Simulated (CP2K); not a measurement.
# Ta (Im-3m) in CP2K: equation of state

Aim: energy against volume of Ta in PBEsol, for its equilibrium volume and stiffness.

Program: CP2K 2026.2. These are calculated values, not measurements. Logs are shortened: lines on timing, memory, paths and dates and some standing lists are left out, and cuts for length are marked.

**Experimental background.**

From “Pressure effects on the electronic structure and superconductivity of (TaNb)0.67(HfZrTi)0.33 high entropy alloy”, 2019, arxiv:1910.08312, for a bulk crystal of Ta: bulk modulus 194 GPa.

The results are compared with them further down.

## Step 1: The crystal as given

Symmetry: Im-3m, No. 229, cubic system. The conventional cell has a = 3.303 Å, b = 3.303 Å, c = 3.303 Å, α = 90.00°, β = 90.00°, γ = 90.00°. Around Ta (site symmetry m-3m) lie 8 Ta at 2.86 Å.

## Step 2: Single point, PBEsol, 18.01 Å³/atom

ta_eos.inp

```
&GLOBAL
  PROJECT ta_eos
  RUN_TYPE ENERGY_FORCE
  PRINT_LEVEL LOW
&END GLOBAL
&FORCE_EVAL
  METHOD QS
  STRESS_TENSOR ANALYTICAL
  &DFT
    BASIS_SET_FILE_NAME BASIS_MOLOPT_UZH
    POTENTIAL_FILE_NAME POTENTIAL_UZH
    &MGRID
      CUTOFF 450
      REL_CUTOFF 60
      NGRIDS 4
    &END MGRID
    &QS
      METHOD GPW
      EPS_DEFAULT 1.0E-10
    &END QS
    &KPOINTS
      SCHEME MONKHORST-PACK 11 11 11
      GAMMA_CENTERED T
      SYMMETRY T
      SYMMETRY_BACKEND SPGLIB
    &END KPOINTS
    &SCF
      SCF_GUESS ATOMIC
      EPS_SCF 1.0E-6
      MAX_SCF 100
      ADDED_MOS 11
      CHOLESKY OFF
      EPS_EIGVAL 1.0E-7
      &DIAGONALIZATION ON
        ALGORITHM STANDARD
      &END DIAGONALIZATION
      &MIXING ON
        METHOD BROYDEN_MIXING
        ALPHA 0.4
        BETA 1.5
        NBUFFER 8
      &END MIXING
      &SMEAR ON
        METHOD FERMI_DIRAC
        ELECTRONIC_TEMPERATURE [K] 580.226
      &END SMEAR
    &END SCF
    &XC
      &XC_FUNCTIONAL
        &GGA_X_PBE_SOL
        &END GGA_X_PBE_SOL
        &GGA_C_PBE_SOL
        &END GGA_C_PBE_SOL
      &END XC_FUNCTIONAL
    &END XC
    &PRINT
      &KPOINTS ON
      &END KPOINTS
      &MULLIKEN ON
      &END MULLIKEN
      &MO ON
        ENERGIES T
        OCCUPATION_NUMBERS T
        &EACH
          QS_SCF 0
        &END EACH
        ADD_LAST NUMERIC
      &END MO
    &END PRINT
  &END DFT
  &SUBSYS
    &CELL
      A 2.8601008575 0.0000000000 0.0000000000
      B -0.9533669525 2.6965289483 0.0000000000
      C -0.9533669525 -1.3482644742 2.3352625713
      PERIODIC XYZ
    &END CELL
    &COORD
      SCALED
      Ta  0.0000000000 0.0000000000 0.0000000000
    &END COORD
    &KIND Ta
      BASIS_SET TZVP-MOLOPT-PBE-GTH-q13
      POTENTIAL GTH-PBE-q13
    &END KIND
    &PRINT
      &ATOMIC_COORDINATES ON
      &END ATOMIC_COORDINATES
      &CELL ON
      &END CELL
      &SYMMETRY ON
      &END SYMMETRY
    &END PRINT
  &END SUBSYS
  &PRINT
    &FORCES ON
    &END FORCES
    &STRESS_TENSOR ON
    &END STRESS_TENSOR
  &END PRINT
&END FORCE_EVAL
```

Potentials or basis: POTENTIAL_UZH Ta GTH-PBE-q13; TZVP-MOLOPT-PBE-GTH basis.

Launch:

```console
> OMP_NUM_THREADS=1 cp2k.psmp -i ta_eos.inp -o ta_eos.out
```

ta_eos.out:

```text

 CP2K| version string:                                       CP2K version 2026.2
 CP2K| Input file name                                                ta_eos.inp

 GLOBAL| Force Environment number                                              1
 GLOBAL| Basis set file name                                    BASIS_MOLOPT_UZH
 GLOBAL| Potential file name                                       POTENTIAL_UZH
 GLOBAL| MM Potential file name                                     MM_POTENTIAL
 GLOBAL| Coordinate file name                                      __STD_INPUT__
 GLOBAL| Method name                                                        CP2K
 GLOBAL| Project name                                                     ta_eos
 GLOBAL| Run type                                                   ENERGY_FORCE
 GLOBAL| FFT library                                                       FFTW3
 GLOBAL| Diagonalization library                                       ScaLAPACK
 GLOBAL| Cholesky decomposition library                                ScaLAPACK
 GLOBAL| DGEMM library                                                      BLAS
 GLOBAL| Direct generalized diagonalization requested                          F
 GLOBAL| Matrix multiplication library                                 ScaLAPACK
 GLOBAL| Global print level                                                  LOW
 GLOBAL| Total number of message passing processes                             1
 GLOBAL| Number of threads for this process                                    1
 GLOBAL| CPU model name                          Intel(R) Xeon(R) Platinum 8488C

 CELL| Volume [angstrom^3]:                                            18.010350
 CELL| Vector a [angstrom]:       2.860     0.000     0.000   |a| =     2.860101
 CELL| Vector b [angstrom]:      -0.953     2.697     0.000   |b| =     2.860101
 CELL| Vector c [angstrom]:      -0.953    -1.348     2.335   |c| =     2.860101
 CELL| Angle (b,c), alpha [degree]:                                   109.471221
 CELL| Angle (a,c), beta  [degree]:                                   109.471221
 CELL| Angle (a,b), gamma [degree]:                                   109.471221
 CELL| Numerically orthorhombic:                                              NO
 CELL| Periodicity                                                           XYZ

 CELL_REF| Volume [angstrom^3]:                                        18.010350
 CELL_REF| Vector a [angstrom     2.860     0.000     0.000   |a| =     2.860101
 CELL_REF| Vector b [angstrom    -0.953     2.697     0.000   |b| =     2.860101
 CELL_REF| Vector c [angstrom    -0.953    -1.348     2.335   |c| =     2.860101
 CELL_REF| Angle (b,c), alpha [degree]:                               109.471221
 CELL_REF| Angle (a,c), beta  [degree]:                               109.471221
 CELL_REF| Angle (a,b), gamma [degree]:                               109.471221
 CELL_REF| Numerically orthorhombic:                                          NO
 CELL_REF| Periodicity                                                       XYZ
[... 9 lines left out ...]
 TOTAL NUMBERS AND MAXIMUM NUMBERS

  Total number of            - Atomic kinds:                                   1
                             - Atoms:                                          1
                             - Shell sets:                                     1
                             - Shells:                                        11
                             - Primitive Cartesian functions:                  6
                             - Cartesian basis functions:                     41
                             - Spherical basis functions:                     35

  Maximum angular momentum of- Orbital basis functions:                        3
                             - Local part of the GTH pseudopotential:          2
                             - Non-local part of the GTH pseudopotential:      4

 MODULE QUICKSTEP: ATOMIC COORDINATES IN ANGSTROM

   Atom Kind Element         X             Y             Z       Z(eff)     Mass
      1    1 Ta   73      0.000000      0.000000      0.000000  13.0000 180.9479

 Crystal Symmetry Information
       International Symbol:                                               Im-3m
       Point Group Symbol:                                                  m-3m
       Schoenflies Symbol:                                                  Oh^9
       Number of Symmetry Operations:                                         48

 SCF PARAMETERS         Density guess:                                    ATOMIC
                        --------------------------------------------------------
                        max_scf:                                             100
[... 7 lines left out ...]
                        --------------------------------------------------------
                        level_shift [a.u.]:                             0.000000
                        added MOs                                        11    0
                        --------------------------------------------------------
                        Mixing method:                            BROYDEN_MIXING
[... 11 lines left out ...]
 *******************************************************************************
 BRILLOUIN| K-point scheme                                        Monkhorst-Pack
 BRILLOUIN| K-Point grid                                            11   11   11
 BRILLOUIN| Gamma-centered k-point mesh                                     ON
 BRILLOUIN| K-point symmetry accuracy                               0.100000E-05
 BRILLOUIN| K-Point point group symmetrization                                ON
 BRILLOUIN| Symmetry backend                                             SPGLIB
 BRILLOUIN| Symmetry reduction method                                    SPGLIB
 BRILLOUIN| Wavefunction type                                            COMPLEX
 BRILLOUIN| List of Kpoints [2 Pi/Bohr]                                       56
 BRILLOUIN| Number           Weight            X              Y              Z
 BRILLOUIN|     1           0.00601       -0.45455       -0.45455       -0.45455
 BRILLOUIN|     2           0.01803       -0.45455       -0.45455       -0.36364
 BRILLOUIN|     3           0.01803       -0.45455       -0.45455       -0.27273
 BRILLOUIN|     4           0.01803       -0.45455       -0.45455       -0.18182
 BRILLOUIN|     5           0.01803       -0.45455       -0.45455       -0.09091
 BRILLOUIN|     6           0.00451       -0.45455       -0.45455        0.45455
[... 32 lines left out ...]
 BRILLOUIN|    39           0.03606       -0.36364        0.00000        0.09091
 BRILLOUIN|    40           0.01803       -0.36364        0.00000        0.18182
 [... further k-points ...]
 *******************************************************************************

 Extrapolation method: initial_guess

 Number of electrons:                                                         13
 Number of occupied orbitals:                                                  7
 Number of molecular orbitals:                                                18

 Number of orbital functions:                                                 35
 Number of independent orbital functions:                                     35

 SCF WAVEFUNCTION OPTIMIZATION

  Step     Update method      Time    Convergence         Total energy    Change
  ------------------------------------------------------------------------------
     1 NoMix/Diag. 0.40E+00    8.4     0.88393143       -58.5742653461 -5.86E+01
     2 Broy./Diag. 0.40E+00    7.1     0.02309211       -58.6521984895 -7.79E-02
     3 Broy./Diag. 0.40E+00    7.0     0.05528974       -58.2922819903  3.60E-01
     4 Broy./Diag. 0.40E+00    7.1     0.00441751       -58.0950951097  1.97E-01
     5 Broy./Diag. 0.40E+00    7.1     0.00180082       -58.1043436435 -9.25E-03
     6 Broy./Diag. 0.40E+00    7.1     0.00036679       -58.1051881481 -8.45E-04
     7 Broy./Diag. 0.40E+00    7.0     0.00005677       -58.1054532435 -2.65E-04
     8 Broy./Diag. 0.40E+00    7.1     0.00002227       -58.1053639106  8.93E-05
     9 Broy./Diag. 0.40E+00    7.1     0.00000338       -58.1053458538  1.81E-05
    10 Broy./Diag. 0.40E+00    7.0     0.00000018       -58.1053425916  3.26E-06

  *** SCF run converged in    10 steps ***

  Electronic density on regular grids:        -13.0000000000        0.0000000000
  Core density on regular grids:               12.9999999985       -0.0000000015
  Total charge density on r-space grids:       -0.0000000014
  Total charge density g-space grids:          -0.0000000014

  Overlap energy of the core charge distribution:               0.00000000047280
  Self energy of the core charge distribution:                -86.63647003576149
  Core Hamiltonian energy:                                     18.53565189606755
  Hartree energy:                                              16.77548167683869
  Exchange-correlation energy:                                 -6.77972282129137
  Electronic entropic energy:                                  -0.00028330823307
  Fermi energy:                                                 0.47534382737816

  Total energy:                                               -58.10534259160492
  Total energy (extrapolated to T->0):                        -58.10520093748839

 MO| EIGENVALUES AND OCCUPATION NUMBERS FOR K POINT 1
 MO|
 MO|  Index      Eigenvalue [a.u.]        Eigenvalue [eV]             Occupation
 MO|      1              -1.967500             -53.538403               2.000000
 MO|      2              -0.766157             -20.848189               2.000000
 MO|      3              -0.766157             -20.848189               2.000000
 MO|      4              -0.761250             -20.714679               2.000000
 MO|      5               0.348543               9.484332               2.000000
 MO|      6               0.348543               9.484333               2.000000
[... 10 lines left out ...]
 MO|     17               1.727030              46.994887               0.000000
 MO|     18               1.843051              50.151979               0.000000
 MO| Sum:                                                              12.000000
 MO| E(Fermi):            0.475344 a.u.         12.934763 eV
[... 289 lines left out ...]
 MO| EIGENVALUES AND OCCUPATION NUMBERS FOR K POINT 14
 MO|
 MO|  Index      Eigenvalue [a.u.]        Eigenvalue [eV]             Occupation
 MO|      1              -1.968600             -53.568337               2.000000
 MO|      2              -0.770968             -20.979114               2.000000
 MO|      3              -0.758487             -20.639486               2.000000
 MO|      4              -0.753158             -20.494465               2.000000
 MO|      5               0.368435              10.025638               2.000000
 MO|      6               0.393205              10.699643               2.000000
[... 10 lines left out ...]
 MO|     17               1.585979              43.156690               0.000000
 MO|     18               1.693060              46.070503               0.000000
 MO| Sum:                                                              12.000000
 MO| E(Fermi):            0.475344 a.u.         12.934763 eV

 [... the levels of further k-points ...]

 !-----------------------------------------------------------------------------!
                     Mulliken Population Analysis

 #  Atom  Element  Kind  Atomic population                           Net charge
       1     Ta       1         13.000000                             -0.000000
 # Total charge                             13.000000                 -0.000000

 !-----------------------------------------------------------------------------!

 ENERGY| Total FORCE_EVAL ( QS ) energy [hartree]            -58.105342586079708

 FORCES| Atomic forces [hartree/bohr]
 FORCES|   Atom     x               y               z               |f|
 FORCES|      1 -3.76356329E-14 -1.41901287E-14 -8.68393320E-14   9.57019863E-14
 FORCES| Sum    -3.76356329E-14 -1.41901287E-14 -8.68393320E-14
 FORCES| Total atomic force                                       9.57019863E-14

 STRESS| Analytical stress tensor [bar]
 STRESS|                        x                   y                   z
 STRESS|      x       -3.99596223415E+04  -4.76689589540E-03   1.60875233361E-03
 STRESS|      y       -4.76689589540E-03  -3.99609621081E+04   2.77637591870E-03
 STRESS|      z        1.60875233361E-03   2.77637591870E-03  -3.99610058383E+04
 STRESS| 1/3 Trace                                            -3.99605300960E+04
 STRESS| Determinant                                          -6.38107313192E+13

 STRESS| Eigenvectors and eigenvalues of the analytical stress tensor [bar]
 STRESS|                        1                   2                   3
 STRESS| Eigenvalues  -3.99610060165E+04  -3.99609619487E+04  -3.99596223227E+04
 STRESS|      x          -0.001378400404      0.003477706723      0.999993002760
 STRESS|      y          -0.063254072760      0.997991113878     -0.003557934741
 STRESS|      z           0.997996504148      0.063258534415      0.001155652240
```

It took 89 s on 1 thread of Intel Xeon Platinum 8488C (Sapphire Rapids), shared host; peak memory 0.33 GiB.

What came out:

| Quantity | Value |
| --- | --- |
| Free energy | -1581.1268 eV |
| Pressure | -4.0 GPa |
| Band gap on the k mesh | none (metal or under the smearing width) |

Caveat: the potentials were made for another functional, which shifts forces and pressure; the basis of atomic orbitals isn't converged, which shifts pressures, moduli and gaps.

## Step 3: Single point, PBEsol, 17.65 Å³/atom (volume scaled by 0.98)

ta_eos.inp: that of step 2 with these lines changed.

```diff
@@ -11,2 +11,3 @@
     POTENTIAL_FILE_NAME POTENTIAL_UZH
+    WFN_RESTART_FILE_NAME previous-RESTART.kp
     &MGRID
@@ -27,3 +28,3 @@
     &SCF
-      SCF_GUESS ATOMIC
+      SCF_GUESS RESTART
       EPS_SCF 1.0E-6
@@ -72,5 +73,5 @@
     &CELL
-      A 2.8601008575 0.0000000000 0.0000000000
-      B -0.9533669525 2.6965289483 0.0000000000
-      C -0.9533669525 -1.3482644742 2.3352625713
+      A 2.8409049713 0.0000000000 0.0000000000
+      B -0.9469683238 2.6784308933 0.0000000000
+      C -0.9469683238 -1.3392154467 2.3195891959
       PERIODIC XYZ
```

Potentials or basis: POTENTIAL_UZH Ta GTH-PBE-q13; TZVP-MOLOPT-PBE-GTH basis.

Launch:

```console
> OMP_NUM_THREADS=1 cp2k.psmp -i ta_eos.inp -o ta_eos.out
```

Run time: 86 s. Hardware: 1 thread of Intel Xeon Platinum 8488C (Sapphire Rapids), shared host; peak memory 0.33 GiB.

The run converged. Its results:

| Quantity | Value |
| --- | --- |
| Free energy | -1581.1313 eV |
| Pressure | 0.1 GPa |
| Band gap on the k mesh | none (metal or under the smearing width) |

Caveat: the potentials were made for another functional, which shifts forces and pressure; the basis of atomic orbitals isn't converged, which shifts pressures, moduli and gaps.

(Part 1 of 2 ends here.)
